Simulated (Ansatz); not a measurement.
# Si: band gap under strain

How does strain move the band edges of Si in the diamond structure, and do the functionals agree on it? States: -2.0 % biaxial strain in the (111) plane, free along [111]; -1.0 % biaxial strain in the (111) plane, free along [111]; +1.0 % biaxial strain in the (111) plane, free along [111].

Program: Ansatz 0.2.0. PAW datasets, plane waves. (Simulation; spin polarisation is off.)

## Step 1: The structure to begin with

The unstrained cell was relaxed with r2SCAN; in each strained cell the atoms were relaxed again with r2SCAN. Names of k-points are those of the unstrained zone, where strain can split equivalent points. First state: -2.0 % biaxial strain in the (111) plane, free along [111].

The symmetry is R-3m (No. 166, trigonal); conventional cell a = 3.773 Å, c = 9.512 Å, 19.54 Å³ an atom. Near Si stand 4 Si at 2.33–2.35 Å.

As a file:

Space group R-3m:H (No. 166). a = 3.773 Å, b = 3.773 Å, c = 9.512 Å, α = 90.00°, β = 90.00°, γ = 120.00°
```json
{"atom": "Si", "site": "6c", "symmetry": "3m", "x": "0.3333", "y": "0.6667", "z": "0.0429"}
```

From earlier runs on the unstrained cell: PBE 0.58 eV, r2SCAN 0.92 eV, HSE06 1.14 eV, G0W0 1.18 eV (on its mesh); a = 5.444 Å.

## Step 2: -2.0 % biaxial strain in the (111) plane, free along [111]: PBE

Contents of input.yaml:

```yaml
crystal:
  lattice:
    - [0.0520705001, 2.7197470178, 2.7197470178]
    - [2.7197470178, 0.0520705001, 2.7197470178]
    - [2.7197470178, 2.7197470178, 0.0520705001]
  atoms:
    - { symbol: Si, position: [0.0012620269, 0.0012620269, 0.0012620269] }
    - { symbol: Si, position: [0.2487379731, 0.2487379731, 0.2487379731] }
kpoints:
  mp_grid: { grid: [8, 8, 8] }
  band_path:
    path:
      - [0.0, 0.0, 0.0]
      - [0.5, 0.0, 0.5]
      - [0.625, 0.25, 0.625]
      - [0.375, 0.375, 0.75]
      - [0.5, 0.5, 0.5]
      - [0.5, 0.25, 0.75]
      - [-0.001302, 0.434896, 0.434896]
    npoints: 1
hamiltonian:
  xc: pbe
scf:
  occupations: { method: fermi_dirac, width: 0.02 }
  n_extra_bands: 4
output:
  forces: true
  stress: true
  eigenvalues: true
  write_density: true
  write_potential: true
  elf: true
  volumetric_format: npy
```

Started as:

```
$ ansatz run input.yaml --threads 2 --pin off --max-ram 20275MiB --backend cpu --events-out ev --progress --plain --runs-dir out
```

The runs that follow: -2.0 % biaxial strain in the (111) plane, free along [111]: r2SCAN; -2.0 % biaxial strain in the (111) plane, free along [111]: HSE06; -2.0 % biaxial strain in the (111) plane, free along [111]: r2SCAN; -2.0 % biaxial strain in the (111) plane, free along [111]: G0W0@PBE; -1.0 % biaxial strain in the (111) plane, free along [111]: PBE; -1.0 % biaxial strain in the (111) plane, free along [111]: r2SCAN; -1.0 % biaxial strain in the (111) plane, free along [111]: HSE06; -1.0 % biaxial strain in the (111) plane, free along [111]: r2SCAN; -1.0 % biaxial strain in the (111) plane, free along [111]: G0W0@PBE; +1.0 % biaxial strain in the (111) plane, free along [111]: PBE; +1.0 % biaxial strain in the (111) plane, free along [111]: r2SCAN; +1.0 % biaxial strain in the (111) plane, free along [111]: HSE06; +1.0 % biaxial strain in the (111) plane, free along [111]: r2SCAN; +1.0 % biaxial strain in the (111) plane, free along [111]: G0W0@PBE.

Before running it: what results should come out?

The runs gave:

Least gap in eV (negative: overlap), with the change from the unstrained cell in brackets. G0W0 is on its own coarse mesh.

```
                                                     state  volume change (%)           PBE        r2SCAN         HSE06          G0W0
-2.0 % biaxial strain in the (111) plane, free along [111]               -3.1  0.39 (-0.19)  0.60 (-0.32)  0.95 (-0.19)  0.87 (-0.31)
-1.0 % biaxial strain in the (111) plane, free along [111]               -1.6  0.50 (-0.08)  0.76 (-0.16)  1.06 (-0.08)  1.03 (-0.15)
+1.0 % biaxial strain in the (111) plane, free along [111]               +1.6  0.53 (-0.05)  0.80 (-0.12)  1.08 (-0.06)  1.06 (-0.12)
```

What this shows: With HSE06, of the states in the table -2.0 % biaxial strain in the (111) plane, free along [111] shifts the gap most, by -0.198 eV. PBE and HSE06 differ by 0.56 eV on the unstrained gap, and by at most 0.01 eV on its change: the two disagree on the size of the gap but agree on its response to strain. The G0W0 figures hold for the stated bands, cutoff and mesh and aren't extrapolated.
